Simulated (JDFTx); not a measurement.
MgS (Niningerite): equation of state with r2SCAN

MgS (Niningerite):

```
S Mg
1.0
     0.00000    2.60165    2.60165
     2.60165    0.00000    2.60165
     2.60165    2.60165    0.00000
S Mg
1 1
Direct
  0.50000 0.50000 0.50000
  0.00000 0.00000 0.00000
```

```
Program             : JDFTx 1.7.0 (patched build)
Task                : equation of state
Functional          : r2SCAN
Potentials or basis : SG15-PBE-1.2 with smoothed tails
Cutoff              : 1088 eV
Density cutoff      : 8708 eV
k mesh              : 9 × 9 × 9
Occupations         : fermi-dirac, width 0.05 eV
Spin                : no spin polarisation
```

The equilibrium volume is 17.74 Å³/atom, the bulk modulus is 79 GPa and the pressure derivative of the bulk modulus is 3.9.

Energy against volume, from the lowest point:
```tsv
volume (Å³/atom)	energy (meV/atom)
16.553	21.79
16.905	10.30
17.257	3.18
17.609	0.00
17.962	0.39
18.314	4.06
18.666	10.65
```

Caveat: the potentials were made for another functional, which shifts forces and pressure. Zero-point motion and thermal expansion aren't in these numbers.
